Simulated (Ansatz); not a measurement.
Cubic perovskite CsPbI3 (cubic high-temperature phase) was calculated with PBEsol-D3(BJ) (Ansatz, a quantum-chemistry and plane-wave program, plane waves, PAW).

Run with plane-wave cutoff 520 eV, 6×6×6 k mesh, Fermi–Dirac smearing 0.01 eV, scalar-relativistic PAW data made under PBE.

Cell (relaxed at this level):

Space group Pm-3m (No. 221); a = b = c = 6.150 Å, α = β = γ = 90.00°

```
atom  site  symmetry       x       y       z
----  ----  --------  ------  ------  ------
Cs      1a      m-3m  0.0000  0.0000  0.0000
Pb      1b      m-3m  0.5000  0.5000  0.5000
I       3c    4/mm.m  0.0000  0.5000  0.5000
```

Problem. What does this level give for the bulk modulus, band gap, direct gap at Γ and pressure derivative B′ of the bulk modulus?

Solution. 
- bulk modulus = 19.6 GPa
- band gap = 1.02 eV
- direct gap at Γ = 4.27 eV
- pressure derivative B′ of the bulk modulus = 4.8

Note: the relaxation could not lower the start's symmetry, so the cell can be a saddle point above a distorted one.

Spin–orbit coupling is not included; with these elements it can move the gap by several tenths of an eV or more.

Computed values are for the static lattice.

It cost roughly 3 core-minutes of CPU time.
